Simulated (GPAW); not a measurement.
# Ge (P-1) in GPAW: convergence with k mesh

Aim: find how far k mesh must go before the results for Ge settle, at PBE. This setting moves, with any that are tied to it; all else stays.

Everything below comes from runs of GPAW 26.7.0. Logs are shortened: lines on timing, memory, paths and dates and some standing lists are left out, and cuts for length are marked. The log counts tension as positive stress, the text compression.

## (1) The cell of the first run

The typed cell holds 2 atoms: a = 4.001 Å, b = 4.001 Å, c = 4.001 Å, α = 60.00°, β = 60.00°, γ = 60.00°.

The cell isn't the ideal one: atoms moved at random, drawn with an rms of 0.02 Å.

## (2) With k mesh 2 × 2 × 2

run.py reads:

```python
from ase.dft.bandgap import bandgap
from ase.io import read, write
from ase.units import GPa
from gpaw import GPAW, PW

atoms = read('POSCAR')

calc = GPAW(mode=PW(600),
            xc='PBE',
            kpts={'size': (2, 2, 2), 'gamma': True},
            occupations={'name': 'fermi-dirac', 'width': 0.05},
            nbands=11,
            convergence={'density': 1e-05, 'energy': 1e-05},
            maxiter=100,
            txt='gpaw.txt')
atoms.calc = calc
energy = atoms.get_potential_energy()
forces = atoms.get_forces()
stress = atoms.get_stress()
calc.write('gs.gpw')
write('result.traj', atoms)
print(f'Energy: {energy:.6f} eV')
print('Forces (eV/A):')
print(forces.round(4))
print('Stress (GPa):', (stress / GPa).round(3))
print('Fermi level:', round(calc.get_fermi_level(), 4), 'eV')
print(f'Gap: {bandgap(calc)[0]:.4f} eV, direct: {bandgap(calc, direct=True)[0]:.4f} eV')
```

POSCAR reads:

```
Ge
1.0
    0.0000000000      2.8289100000      2.8289100000
    2.8289100000      0.0000000000      2.8289100000
    2.8289100000      2.8289100000      0.0000000000
Ge
2
Direct
    0.7475720000      0.7528100000      0.7478460000
    0.4956110000      0.5029590000      0.5022330000
```

Potentials or basis: GPAW PAW data sets (gpaw-data 1.2.1), pw.

The run is started by

```sh
OMP_NUM_THREADS=1 python run.py
```

It took 3 s on 1 thread of AMD EPYC 9R45 (Zen 5), shared host; peak memory 0.14 GiB.

What came out:

```yaml
Free_energy: -6.0642 eV
Pressure: 12.6 GPa
Largest_force: 0.137 eV/Å
Band_gap_on_the_k_mesh: 0.08 eV, direct
```

## (3) With k mesh 3 × 3 × 3

Changes to run.py since step 2:

```diff
@@ -9,3 +9,3 @@
             xc='PBE',
-            kpts={'size': (2, 2, 2), 'gamma': True},
+            kpts={'size': (3, 3, 3), 'gamma': True},
             occupations={'name': 'fermi-dirac', 'width': 0.05},
```

POSCAR is that of step 2.

Potentials or basis: GPAW PAW data sets (gpaw-data 1.2.1), pw.

The run is started by

```sh
OMP_NUM_THREADS=1 python run.py
```

Wall time 3.4 s (1 thread of AMD EPYC 9R45 (Zen 5), shared host); peak memory 0.14 GiB.

What came out:

| Item | Value |
| --- | --- |
| Free energy | -8.2341 eV |
| Pressure | 6.0 GPa |
| Largest force | 0.090 eV/Å |
| Band gap on the k mesh | 0.04 eV, direct |

## (4) With k mesh 4 × 4 × 4

Changes to run.py since step 3:

```diff
@@ -9,3 +9,3 @@
             xc='PBE',
-            kpts={'size': (3, 3, 3), 'gamma': True},
+            kpts={'size': (4, 4, 4), 'gamma': True},
             occupations={'name': 'fermi-dirac', 'width': 0.05},
```

POSCAR is that of step 3.

The run is started by

```sh
OMP_NUM_THREADS=1 python run.py
```

Run time: 5.9 s. Hardware: 1 thread of AMD EPYC 9R45 (Zen 5), shared host; peak memory 0.15 GiB.

Results:

- Free energy: -8.7461 eV
- Pressure: 4.5 GPa
- Largest force: 0.118 eV/Å
- Band gap on the k mesh: none (metal or under the smearing width)

## (5) With k mesh 5 × 5 × 5

Changes to run.py since step 4:

```diff
@@ -9,3 +9,3 @@
             xc='PBE',
-            kpts={'size': (4, 4, 4), 'gamma': True},
+            kpts={'size': (5, 5, 5), 'gamma': True},
             occupations={'name': 'fermi-dirac', 'width': 0.05},
```

POSCAR is that of step 4.

The run is started by

```sh
OMP_NUM_THREADS=1 python run.py
```

Wall time 8.9 s (1 thread of AMD EPYC 9R45 (Zen 5), shared host); peak memory 0.17 GiB.

It converged, with:

```
Free energy            : -8.9036 eV
Pressure               : 4.1 GPa
Largest force          : 0.153 eV/Å
Band gap on the k mesh : 0.01 eV, direct
```

## (6) With k mesh 6 × 6 × 6

Changes to run.py since step 5:

```diff
@@ -9,3 +9,3 @@
             xc='PBE',
-            kpts={'size': (5, 5, 5), 'gamma': True},
+            kpts={'size': (6, 6, 6), 'gamma': True},
             occupations={'name': 'fermi-dirac', 'width': 0.05},
```

POSCAR is that of step 5.

Potentials or basis: GPAW PAW data sets (gpaw-data 1.2.1), pw.

The run is started by

```sh
OMP_NUM_THREADS=1 python run.py
```

Run time: 15 s. Hardware: 1 thread of AMD EPYC 9R45 (Zen 5), shared host; peak memory 0.2 GiB.

The run converged. Its results:

* Free energy: -8.9609 eV
* Pressure: 3.9 GPa
* Largest force: 0.163 eV/Å
* Band gap on the k mesh: none (metal or under the smearing width)

## (7) With k mesh 7 × 7 × 7

Changes to run.py since step 6:

```diff
@@ -9,3 +9,3 @@
             xc='PBE',
-            kpts={'size': (6, 6, 6), 'gamma': True},
+            kpts={'size': (7, 7, 7), 'gamma': True},
             occupations={'name': 'fermi-dirac', 'width': 0.05},
```

POSCAR is that of step 6.

The run is started by

```sh
OMP_NUM_THREADS=1 python run.py
```

Wall time 22 s (1 thread of AMD EPYC 9R45 (Zen 5), shared host); peak memory 0.23 GiB.

The run converged. Its results:

```
Free energy            : -8.9842 eV
Pressure               : 3.9 GPa
Largest force          : 0.171 eV/Å
Band gap on the k mesh : none (metal or under the smearing width)
```

## (8) With k mesh 9 × 9 × 9

Changes to run.py since step 7:

```diff
@@ -9,3 +9,3 @@
             xc='PBE',
-            kpts={'size': (7, 7, 7), 'gamma': True},
+            kpts={'size': (9, 9, 9), 'gamma': True},
             occupations={'name': 'fermi-dirac', 'width': 0.05},
```

POSCAR is that of step 7.

The run is started by

```sh
OMP_NUM_THREADS=1 python run.py
```

Run time: 46 s. Hardware: 1 thread of AMD EPYC 9R45 (Zen 5), shared host; peak memory 0.34 GiB.

The run converged. Its results:

| Quantity | Value |
| --- | --- |
| Free energy | -8.9996 eV |
| Pressure | 3.9 GPa |
| Largest force | 0.177 eV/Å |
| Band gap on the k mesh | none (metal or under the smearing width) |

## (9) With k mesh 11 × 11 × 11

Changes to run.py since step 8:

```diff
@@ -9,3 +9,3 @@
             xc='PBE',
-            kpts={'size': (9, 9, 9), 'gamma': True},
+            kpts={'size': (11, 11, 11), 'gamma': True},
             occupations={'name': 'fermi-dirac', 'width': 0.05},
```

POSCAR is that of step 8.

Potentials or basis: GPAW PAW data sets (gpaw-data 1.2.1), pw.

The run is started by

```sh
OMP_NUM_THREADS=1 python run.py
```

gpaw.txt:

```text
__  _  _
 | _ |_)|_||  |
 |__||  | ||/\| - 26.7.0

Input parameters:
  mode=PW(ecut=600.0),
  convergence={'density': 1e-05, 'energy': 1e-05},
  kpts=MonkhorstPack(size=(11, 11, 11), gamma=True),
  maxiter=100,
  nbands=11,
  occupations=Occupations(name='fermi-dirac', width=0.05),
  xc=XC(name='PBE')

Diagonalizing LCAO Hamiltonian
Converting LCAO to pw mode

           Ge

       Ge

Atoms  # Å, Bohr magnetons
|   | symbol |        x |        y |        z |    initial magnetic moments |
|---|--------|----------|----------|----------|-----------------------------|
| 0 |     Ge | 4.245221 | 4.230403 | 4.244446 | ( 0.0000,  0.0000,  0.0000) |
| 1 |     Ge | 2.843598 | 2.822811 | 2.824865 | ( 0.0000,  0.0000,  0.0000) |

Unit cell  # Å
| periodic |        x |        y |        z |  lengths |    angles |
|----------|----------|----------|----------|----------|-----------|
|      yes | 0.000000 | 2.828910 | 2.828910 | 4.000683 | 60.000000 |
|      yes | 2.828910 | 0.000000 | 2.828910 | 4.000683 | 60.000000 |
|      yes | 2.828910 | 2.828910 | 0.000000 | 4.000683 | 60.000000 |

Number of symmetries: 1
Symmetry operations  # r_c * U_cc + t_c -> r_c
|   | kind |            matrix            |
|---|------|------------------------------|
| 0 |  E   |  1, 0, 0,  0, 1, 0,  0, 0, 1 |

BZ-sampling:
  Number of BZ points: 1331
  Number of IBZ points: 666

  Monkhorst-Pack size: [11, 11, 11]
  Monkhorst-Pack shift: [0, 0, 0]

K-points  # in reciprocal-cell coordinates
|     |                                coordinates |     weight |
|-----|--------------------------------------------|------------|
|   0 | (  0.00000000,   0.00000000,   0.00000000) | 0.00075131 |
|   1 | (  0.00000000,   0.00000000,   0.09090909) | 0.00150263 |
|   2 | (  0.00000000,   0.00000000,   0.18181818) | 0.00150263 |
|   3 | (  0.00000000,   0.00000000,   0.27272727) | 0.00150263 |
|   4 | (  0.00000000,   0.00000000,   0.36363636) | 0.00150263 |
|   5 | (  0.00000000,   0.00000000,   0.45454545) | 0.00150263 |
|   6 | (  0.00000000,   0.09090909,  -0.45454545) | 0.00150263 |
|   7 | (  0.00000000,   0.09090909,  -0.36363636) | 0.00150263 |
|   8 | (  0.00000000,   0.09090909,  -0.27272727) | 0.00150263 |
|   9 | (  0.00000000,   0.09090909,  -0.18181818) | 0.00150263 |
| ... |                                            |            |
| 665 | (  0.45454545,   0.45454545,   0.45454545) | 0.00150263 |

Plane wave coefficients: 1530
Cutoff: 600.0 eV

Spin-components: 1 (collinear spins)
Bands:           11
Projectors:      10
Spin-degeneracy: 2
Datatype:        complex128

Parallelization:
  kpt:    1
  domain: 1
  band:   1

Density:
  Valence electrons: 8.0
  Components: 1
  Grid points: [24 24 24]
  Charge: 0.0  # |e|

Potential:
  Grid points: [24 24 24]

species:
  Ge:
    name:    Germanium
    Z:       32.0
    valence: 4
    core:    28
    charge:  0.0  # [|e|]
    compensation charges:
      type: gauss
      rc: 0.32  # [Å]
      lmax: 2
    cutoffs:
      filter: 1.77  # [Å]
      core: 3.42  # [Å]
    projectors
    | kind |    occ | energy [eV] | rcut [Å] |
    |------|--------|-------------|----------|
    |   4s |  2.000 |     -11.726 |    1.005 |
    |   4p |  2.000 |      -3.896 |    1.005 |
    |    s |        |      15.485 |    1.005 |
    |    p |        |      23.315 |    1.005 |
    |    d |        |       0.000 |    1.005 |

    Using partial waves for Ge as LCAO basis

Reference energy: -114195.275705  # eV

eigensolver:
  PPCG
  Converge bands: occupied
  niter=2

density mixing:
  MSR1-Mixer
  Pratt-step length: 0.05
  Maximum mixing coefficient: 0.75
  Old densities: 10
  SVD Regularization: 0.005
  Good broyden scale: 1.0
  Trust region scale: 1.0
  Backstep threshold: 4.0
  History deletion threshold: 6.0
  Fourier metric: weight=20.0, sigma=0.015

occupation numbers:
  Fermi-Dirac:
    width: 0.0500  # eV

poisson solver:
  ecut: 4800.0  # eV

xc functional:
[... 9 lines left out ...]
|iter     | |      energy | eigst |  dens |
|---------|-|-------------|-------|-------|
|iter:   1| |   -9.037024 | -0.45 |       |
|iter:   2| |   -9.034257 | -2.72 | -0.91 |
|iter:   3| |   -9.003223 | -2.69 | -0.93 |
|iter:   4| |   -9.003234 | -3.59 | -1.53 |
|iter:   5| |   -9.003325 | -5.24 | -2.48 |
|iter:   6| |   -9.003332 | -6.77 | -3.16 |
|iter:   7| |   -9.003332c| -7.89c| -3.76 |
|iter:   8| |   -9.003332c| -8.44c| -5.08c|

Converged in 8 steps
Energy contributions relative to reference atoms: (reference = -114195.275705)

Energy contributions:
  Kinetic:          26.252791
  Coulomb:         -23.446366
  Zero:              0.005395
  External:          0.000000
  Xc:              -11.814965
  Entropy:          -0.000375
  Spinorbit:         0.000000
  ----------------------------
  Free energy:      -9.003520
  Extrapolated:     -9.003332

dipole moment: (3.722633, 3.619874, 3.691766)  # |e|*Ang

Fermi level: 6.052
Eigenvalues  # (at kpt = [0.000, 0.000, 0.000])
| band index |      eig [eV] | occ [0-2] |
|------------|---------------|-----------|
|          0 |        -6.780 |     2.000 |
|          1 |         5.915 |     1.877 |
|          2 |         5.958 |     1.733 |
|          3 |         6.058 |     0.931 |
|          4 |         6.067 |     0.846 |
|          5 |         8.475 |     0.000 |
|          6 |         8.550 |     0.000 |
|          7 |         8.583 |     0.000 |
|          8 |        12.425 |     0.000 |
|          9 |        15.365 |     0.000 |
|         10 |        15.366 |     0.000 |

No gap
No difference between direct/indirect transitions

Forces  # eV/Ang
|        x |        y |        z |
|----------|----------|----------|
|  0.15036 |  0.07872 | -0.05737 |  # Ge   0
| -0.15036 | -0.07872 |  0.05737 |  # Ge   1

Stress tensor  # eV/Ang^3
|         x |         y |         z |
|-----------|-----------|-----------|
| -0.024546 |  0.001060 | -0.001441 |
|  0.001060 | -0.024570 | -0.002729 |
| -0.001441 | -0.002729 | -0.024574 |

# Writing to gs.gpw (mode='')
```

It took 80 s on 1 thread of AMD EPYC 9R45 (Zen 5), shared host; peak memory 0.51 GiB.

What came out:

| Item | Value |
| --- | --- |
| Free energy | -9.0035 eV |
| Pressure | 3.9 GPa |
| Largest force | 0.179 eV/Å |
| Band gap on the k mesh | none (metal or under the smearing width) |

## (10) Summary

```
      k mesh  energy less the tightest run, at zero smearing (meV/atom)  pressure (GPa)  largest force (eV/Å)  SCF cycles  CPU time (s)  peak memory (GiB)
   2 × 2 × 2                                                    1479.62           12.63                 0.137          10             3               0.14
   3 × 3 × 3                                                     386.41            5.98                 0.090           9           3.4               0.14
   4 × 4 × 4                                                     129.83            4.46                 0.118           8           5.9               0.15
   5 × 5 × 5                                                      50.40            4.05                 0.153           8           8.9               0.17
   6 × 6 × 6                                                      21.56            3.94                 0.163           8            15                0.2
   7 × 7 × 7                                                       9.82            3.91                 0.171           8            22               0.23
   9 × 9 × 9                                                       2.01            3.92                 0.177           8            46               0.34
11 × 11 × 11                                                       0.00            3.94                 0.179           8            80               0.51
```

Against the tightest run, the pressure stays within 0.1 GPa from 6 × 6 × 6 on; the largest force stays within 0.005 eV/Å from 9 × 9 × 9 on. Not settled before the last step: the energy (to 1 meV/atom). Meshes of other sizes hit other points, so gaps and Fermi surfaces needn't settle smoothly. The tightest run that finished is the yardstick and may itself not be fully converged.
